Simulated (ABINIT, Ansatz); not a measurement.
# A GW chain in ABINIT: RbCl (Fm-3m), part 2 of 2

Aim: the G0W0 gap of RbCl (Fm-3m) on LDA, step by step.

ABINIT 10.8.3; LDA and many-body steps on it, plane waves. Known limits of the many-body steps: not at the basis limit; no spin-orbit coupling.

So far. Step 2 (Ground state): The gap is direct, at Γ. Step 3 (Bands along the symmetry lines): The gap is 4.595 eV, as in the run before at this level.

The database entry behind the starting cell differs from later determinations by our own check (about 0.5 % short), so it need not match the best structure at ambient conditions.

### Step 4. Empty states on the mesh, 4×4×4 mesh, 338 bands

Level of this step: DFT, LDA, plane waves, norm-conserving pseudopotentials (ABINIT).

The sums over transitions need many empty states on a uniform mesh; this step solves for them.

run.abi reads:

```
acell 3*1.0 Angstrom
rprim 
  -0.000000000000 3.274000000000 3.274000000000
  3.274000000000 0.000000000000 3.274000000000
  3.274000000000 3.274000000000 -0.000000000000
ntypat 2
znucl 37 17
natom 2
typat 1 2
xred 
  0.000000000000 0.000000000000 0.000000000000
  0.500000000000 0.500000000000 0.500000000000
pp_dirpath "pseudos"
pseudos "Rb.upf, Cl.upf"
ecut 24
ngkpt 4 4 4
nshiftk 1
shiftk 0 0 0
kptopt 1
chksymbreak 0
irdden 1
istwfk *1
nband 338
prtvol 0
optdriver 6
gwr_task "HDIAGO"
paral_kgb 0
occopt 1
indata_prefix "in"
outdata_prefix "out"
tmpdata_prefix "tmp"
```

Started as:

```bash
$ OMP_NUM_THREADS=1 mpirun -n 4 abinit run.abi > log
```

Numbers of over 12 decimals in the logs are rounded to 6 here.

Log:

```text
[banner, memory and clock lines left out]
.Version 10.8.3 of ABINIT. v10.8.2 released Aug 2026.

 Symmetries : space group Fm -3 m (#225); Bravais cF (face-center cubic)
[... echo of the input left out ...]
== DATASET  1 ==================================================================
-   mpi_nproc: 4, omp_nthreads: 1 (-1 if OMP is not activated)

--- !DatasetInfo
iteration_state: {dtset: 1, }
dimensions: {natom: 2, nkpt: 8, mband: 338, nsppol: 1, nspinor: 1, nspden: 1, mpw: 2698, }
cutoff_energies: {ecut:  24.0, pawecutdg:  -1.0, }
electrons: {nelect:   1.60000000E+01, charge:   0.00000000E+00, occopt:   1.00000000E+00, tsmear:   1.00000000E-02, }

.Using double precision arithmetic; gwpc =  8

- Reading GS density from: in_DEN

--- Pseudopotential description ------------------------------------------------
- Rb Generated using ONCVPSP code by D. R. Hamann
- 37.00000   9.00000  180309                  znucl, zion, pspdat
12 -1012 2 -1 2226                            pspcod,pspxc,lmax,lloc,mmax
     nproj     2     2     2
  pspatm : epsatm=   34.43095479
         --- l  ekb(1:nproj) -->
             0    9.016699   -0.508289
             1    3.217695   -0.387021
             2    1.152608   -1.054299
 pspatm: atomic psp has been read  and splines computed

- Cl Generated using ONCVPSP code by D. R. Hamann
- 17.00000   7.00000  180309                  znucl, zion, pspdat
12 -1012 2 -1 1016                            pspcod,pspxc,lmax,lloc,mmax
     nproj     2     2     2
  pspatm : epsatm=    8.88507506
         --- l  ekb(1:nproj) -->
             0    8.195043    0.715728
             1    3.854313    1.104197
             2   -2.920207   -0.831515
 pspatm: atomic psp has been read  and splines computed

   6.93056478E+02                                ecore*ucvol(ha*bohr**3)

 Total charge density [el/Bohr^3]
)     Maximum=    3.1774E-01  at reduced coord.    0.1000    0.8750    0.9750
)     Minimum=    7.0998E-04  at reduced coord.    0.2500    0.2500    0.2500
   Integrated=    1.6000E+01

 === KS gaps after direct diagonalization ===
 Direct band gap semiconductor
 Fundamental gap:     4.595 (eV)
   VBM:    -1.612 (eV) at k: [ 0.0000E+00,  0.0000E+00,  0.0000E+00]
   CBM:     2.983 (eV) at k: [ 0.0000E+00,  0.0000E+00,  0.0000E+00]
 Direct gap:         4.595 (eV) at k: [ 0.0000E+00,  0.0000E+00,  0.0000E+00]

== END DATASET(S) ==============================================================

 -outvars: echo values of variables after computation  --------
           etotal      0.0000000000E+00
            nband         338
             nkpt           8
          spgroup         225
 [... the other variables as echoed above ...]

 Calculation completed.
```

Wall time 27 s (4 MPI ranks of Arm Neoverse V2, shared host); peak memory 1.8 GiB; 1.8 min of CPU time.

Numbers from this step:

| Item | Value |
| --- | --- |
| gap | 4.595 eV |
| k of the valence top | 0, 0, 0 |
| k of the conduction bottom | 0, 0, 0 |
| least direct gap | 4.595 eV |
| k points computed | 8 |
| lowest point of the top converged band, above the valence top | 151.1280 eV |

On this mesh the gap is 4.595 eV.

### Step 5. Screening, 4×4×4 mesh, 330 bands, screening to 217.7 eV

The RPA dielectric matrix is built and inverted for each q.

This step: RPA screening on LDA, plane waves, norm-conserving pseudopotentials.

run.abi, as its differences from that of step 4:

```diff
@@ -20,10 +20,11 @@
 chksymbreak 0
-irdden 1
 istwfk *1
-nband 338
-prtvol 0
-optdriver 6
-gwr_task "HDIAGO"
-paral_kgb 0
 occopt 1
+irdwfk 1
+optdriver 3
+nband 330
+ecuteps 8
+inclvkb 2
+awtr 1
+symchi 1
 indata_prefix "in"
```

Log:

```text
.Version 10.8.3 of ABINIT. v10.8.2 released Aug 2026.

 Symmetries : space group Fm -3 m (#225); Bravais cF (face-center cubic)
[... echo of the input left out ...]
== DATASET  1 ==================================================================
-   mpi_nproc: 4, omp_nthreads: 1 (-1 if OMP is not activated)

--- !DatasetInfo
iteration_state: {dtset: 1, }
dimensions: {natom: 2, nkpt: 8, mband: 330, nsppol: 1, nspinor: 1, nspden: 1, mpw: 2698, }
cutoff_energies: {ecut:  24.0, pawecutdg:  -1.0, }
electrons: {nelect:   1.60000000E+01, charge:   0.00000000E+00, occopt:   1.00000000E+00, tsmear:   1.00000000E-02, }

 SCREENING: Calculation of the susceptibility and dielectric matrices

 Based on a program developped by R.W. Godby, V. Olevano, G. Onida, and L. Reining.
 Incorporated in ABINIT by V. Olevano, G.-M. Rignanese, and M. Torrent.
.Using double precision arithmetic ; gwpc =  8

[... cell and pseudopotentials left out ...]
--------------------------------------------------------------------------------

 ==== K-mesh for the wavefunctions ====
 Number of points in the irreducible wedge :     8
[... list of points left out ...]
 Together with 48 symmetry operations and time-reversal symmetry
 yields    64 points in the full Brillouin Zone.

 ==== Q-mesh for the screening function ====
 Number of points in the irreducible wedge :     8
[... list of points left out ...]
 Together with 48 symmetry operations and time-reversal symmetry
 yields    64 points in the full Brillouin Zone.

 setmesh: FFT mesh size selected  =    32x   32x   32
          total number of points  =        32768

 vcoul_init : cutoff-mode = AUXILIARY_FUNCTION
 q-points for optical limit:   1
     1)      0.000010    0.000020    0.000030

- screening: taking advantage of time-reversal symmetry
- Maximum band index for partially occupied states nbvw = 8
- Remaining bands to be divided among processors   nbcw = 322
- Number of bands treated by each node ~80

 Number of electrons calculated from density =   16.0000; Expected =   16.0000
 average of density, n =  0.033780
 r_s =    1.9190
 omega_plasma =   17.7290 [eV]

 calculating chi0 at frequencies [eV] :
  1    0.000000E+00    0.000000E+00
  2    0.000000E+00    1.772900E+01

--------------------------------------------------------------------------------
  q-point number  1        q = ( 0.000000, 0.000000, 0.000000) [r.l.u.]
--------------------------------------------------------------------------------
[... chi0 elements left out ...]
 For q-point:  0.000010 0.000020 0.000030
  dielectric constant =   2.3098
  dielectric constant without local fields =   2.7369

  Average fulfillment of the sum rule on Im[epsilon] for q-point    1 :     91.92  [%]
[... wings left out ...]
  q-point number  2        q = ( 0.250000, 0.000000, 0.000000) [r.l.u.]
--------------------------------------------------------------------------------
[... chi0 elements left out ...]
  Average fulfillment of the sum rule on Im[epsilon] for q-point    2 :     93.83  [%]

 [... 6 further q-points ...]
```

It took 1.7 min on 4 MPI ranks; peak memory 2 GiB; 6.8 min of CPU time.

This step gave:

| Property | Result |
| --- | --- |
| ε∞ with local fields, on this mesh, along the program's q direction | 2.310 |
| the same without local fields | 2.737 |
| plasma frequency | 17.73 eV |
| plane waves in the screening matrix | 531 |

Local fields lower ε∞ by 16 %.

### Step 6. Self-energy, 4×4×4 mesh, 330 bands, screening to 217.7 eV

The self-energy is evaluated for the states that the input lists, and the levels follow from it, in one-shot runs by the linearised quasiparticle equation.

This step: G0W0 on LDA, plane waves, norm-conserving pseudopotentials.

run.abi, as its differences from that of step 5:

```diff
@@ -23,8 +23,15 @@
 irdwfk 1
-optdriver 3
+optdriver 4
 nband 330
+gwcalctyp 0
+ecutsigx 24
+symsigma 1
+nkptgw 1
+kptgw 
+  0.0000000000 0.0000000000 0.0000000000
+bdgw 
+  6 12
 ecuteps 8
-inclvkb 2
-awtr 1
-symchi 1
+irdscr 1
+ppmodel 1
 indata_prefix "in"
```

Log:

```text
.Version 10.8.3 of ABINIT. v10.8.2 released Aug 2026.

 Symmetries : space group Fm -3 m (#225); Bravais cF (face-center cubic)
[... echo of the input left out ...]
== DATASET  1 ==================================================================
-   mpi_nproc: 4, omp_nthreads: 1 (-1 if OMP is not activated)

--- !DatasetInfo
iteration_state: {dtset: 1, }
dimensions: {natom: 2, nkpt: 8, mband: 330, nsppol: 1, nspinor: 1, nspden: 1, mpw: 2698, }
cutoff_energies: {ecut:  24.0, pawecutdg:  -1.0, }
electrons: {nelect:   1.60000000E+01, charge:   0.00000000E+00, occopt:   1.00000000E+00, tsmear:   1.00000000E-02, }

 SIGMA: Calculation of the GW corrections

 Based on a program developped by R.W. Godby, V. Olevano, G. Onida, and L. Reining.
 Incorporated in ABINIT by V. Olevano, G.-M. Rignanese, and M. Torrent.
.Using double precision arithmetic ; gwpc =  8

[... cell and pseudopotentials left out ...]
--------------------------------------------------------------------------------

 ==== K-mesh for the wavefunctions ====
 Number of points in the irreducible wedge :     8
[... list of points left out ...]
 Together with 48 symmetry operations and time-reversal symmetry
 yields    64 points in the full Brillouin Zone.

 ==== Q-mesh for screening function ====
 Number of points in the irreducible wedge :     8
[... list of points left out ...]
 Together with 48 symmetry operations and time-reversal symmetry
 yields    64 points in the full Brillouin Zone.

 vcoul_init : cutoff-mode = AUXILIARY_FUNCTION
 q-points for optical limit:   1
     1)      0.000010    0.000020    0.000030
 setmesh: FFT mesh size selected  =    40x   40x   40
          total number of points  =        64000

 Number of electrons calculated from density =   16.0000; Expected =   16.0000
 average of density, n =  0.033780
 r_s =    1.9190
 omega_plasma =   17.7290 [eV]

 === KS Band Gaps ===
  >>>> For spin  1
   Minimum direct gap =   4.5949 [eV], located at k-point      :   0.0000  0.0000  0.0000
   Fundamental gap    =   4.5949 [eV], Top of valence bands at :   0.0000  0.0000  0.0000
                                       Bottom of conduction at :   0.0000  0.0000  0.0000
 SIGMA fundamental parameters:
 PLASMON POLE MODEL  1
 number of plane-waves for SigmaX                 2685
 number of plane-waves for SigmaC and W            531
 number of plane-waves for wavefunctions          2685
 number of bands                                   330
 number of independent spin polarizations            1
 number of spinorial components                      1
 number of k-points in IBZ                           8
 number of q-points in IBZ                           8
 number of symmetry operations                      48
 number of k-points in BZ                           64
 number of q-points in BZ                           64
 number of frequencies for dSigma/dE                 9
 frequency step for dSigma/dE [eV]                0.25
 number of omega for Sigma on real axis              0
 max omega for Sigma on real axis  [eV]           0.00
 zcut for avoiding poles [eV]                     0.10

 EPSILON^-1 parameters (SCR file):
 dimension of the eps^-1 matrix on file            531
 dimension of the eps^-1 matrix used               531
 number of plane-waves for wavefunctions          2685
 number of bands                                   330
 number of q-points in IBZ                           8
 number of frequencies                               2
 number of real frequencies                          1
 number of imag frequencies                          1

 matrix elements of self-energy operator (all in [eV])

 Perturbative Calculation

--- !SelfEnergy_ee
iteration_state: {dtset: 1, }
kpoint     : [   0.000,    0.000,    0.000, ]
spin       : 1
KS_gap     :    4.595
QP_gap     :    7.877
Delta_QP_KS:    3.282
data: !SigmaeeData |
     Band     E0 <VxcDFT>   SigX SigC(E0)      Z dSigC/dE  Sig(E)    E-E0       E
        6  -1.612 -13.898 -18.466   1.788   0.798  -0.253 -16.117  -2.219  -3.831
        7  -1.612 -13.898 -18.466   1.788   0.798  -0.253 -16.117  -2.219  -3.831
        8  -1.612 -13.898 -18.466   1.788   0.798  -0.253 -16.117  -2.219  -3.831
        9   2.983  -7.316  -3.142  -2.950   0.869  -0.151  -6.253   1.063   4.045
       10   6.105  -8.154  -3.404  -3.029   0.866  -0.155  -6.663   1.491   7.596
       11   6.105  -8.154  -3.404  -3.029   0.866  -0.155  -6.663   1.491   7.596
       12   6.105  -8.154  -3.404  -3.029   0.866  -0.155  -6.663   1.491   7.596

== END DATASET(S) ==============================================================
================================================================================

 -outvars: echo values of variables after computation  --------
           etotal      0.0000000000E+00
            nband         330
             nkpt           8
          spgroup         225
 [... the other variables as echoed above ...]

 Calculation completed.
```

It took 51 s on 4 MPI ranks; peak memory 2.3 GiB; 3.4 min of CPU time.

This step gave:

| Property | Result |
| --- | --- |
| G0W0 gap on the points computed | 7.876 eV |
| starting gap on the mesh | 4.595 eV |
| k of the valence top | 0, 0, 0 |
| k of the conduction bottom | 0, 0, 0 |
| Z at the valence top | 0.798 |
| Z at the conduction bottom | 0.869 |
| least direct G0W0 gap on the computed points | 7.876 eV |

The gap on the mesh goes from 4.59 eV to 7.88 eV, a correction of +3.28 eV.

Limits: finite bands, cutoff and mesh; no spin-orbit coupling. v1 is the top filled band, c1 the lowest empty one. Levels before and after the correction, in eV, zero at the valence-band top of each column:

```
           conduction bottom  valence top
Kohn-Sham               4.59         0.00
     G0W0               7.88         0.00
```

```
             level  energy (eV)
Kohn-Sham  Γ v3-v1        0.000
Kohn-Sham     Γ c1        4.595
Kohn-Sham  Γ c2-c4        7.718
     G0W0  Γ v3-v1        0.000
     G0W0     Γ c1        7.876
     G0W0  Γ c2-c4       11.427
```

### Step 7. Where the time went

Times are wall times on 4 MPI ranks of Arm Neoverse V2, shared host, good to a factor of about two.

```
                          step     time  share  memory (GiB)
                  ground state    5.5 s    3 %           0.3
bands along the symmetry lines    9.2 s    5 %          0.29
      empty states on the mesh     27 s   14 %           1.8
                     screening  1.7 min   52 %           2.0
                   self-energy     51 s   26 %           2.3
```

### Step 8. Summary of results

```
LDA gap              : 4.59 eV, direct
G0W0 gap on the mesh : 7.88 eV
GW settings          : 4×4×4 mesh, 330 bands, screening to 217.7 eV, Godby-Needs plasmon pole
known limits         : not at the basis limit; no spin-orbit coupling
```

What this shows: G0W0 moves the gap on the mesh from 4.59 eV to 7.88 eV (+3.28 eV), with Z of 0.80 and 0.87 at the edges. Local fields lower the RPA ε∞ on this mesh from 2.74 to 2.31. Only 1 of the mesh's irreducible points was corrected, so a valley elsewhere could overtake. The dearest step here is «screening». Bands and cutoff are finite, so the gap is not at the basis limit. The miss can reach some tenths of an eV and take either sign; the mesh is an error of its own. In the G0W0 run levels were corrected at 1 k point alone, so a gap called «on the mesh» is the least over those, and an edge elsewhere would be missed. The many-body steps are scalar-relativistic: spin-orbit coupling is not in them.

[Paths, hosts, dates, memory and timing lines, banners, echoed tables and standing remarks are left out of the program output.]

[Logs are printed without paths, hosts, clocks, repeated set-up lines and the standing remarks that a program may print on its own settings, such as how far it seeks lower states.]

[Runs of the session that timed out or met a known fault of the program may be left out.]

[Hosts, paths, dates, database ids (printed as entryN), source tags and the programs' standing remarks are cut or masked in the printed files.]

[G0W0 gaps are taken among the corrected bands and points alone; a level outside them can change the order at an edge.]

[Where Ansatz stands beside ABINIT at settings called matched, ABINIT's density can come from a denser mesh and the files from another edition; pairs whose starting gaps differed by over 0.03 eV were left out, so agreement reads better than it is.]
